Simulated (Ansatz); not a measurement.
Here is an Ansatz 0.2.0 calculation.

Contents of input.yaml:

```yaml
crystal:
  lattice:
    - [0.0, 1.737572933, 1.737572933]
    - [1.737572933, 0.0, 1.737572933]
    - [1.737572933, 1.737572933, 0.0]
  atoms:
    - { symbol: Ni, position: [0.0, 0.0, 0.0], spin: 1.0 }
kpoints:
  mp_grid: { grid: [13, 13, 13] }
scf:
  occupations: { method: gaussian, width: 0.025 }
hamiltonian:
  xc: pbe
  pseudopotentials: { kind: all_electron, lapw: { basis_error: 0.001 } }
magnetization:
  spin_polarized: true
output:
  forces: true
  stress: true
  eigenvalues: true
```

Potentials or basis: all-electron LAPW, scalar-relativistic.

Run with:

```bash
$ ansatz run input.yaml --threads 2 --pin off --max-ram 6144MiB --backend cpu --events-out ev --progress --plain --runs-dir out
```

What does it give for the band gap on the k mesh?

None (metal or under the smearing width).

Estimate the site moments.

Ni +0.66 μB.
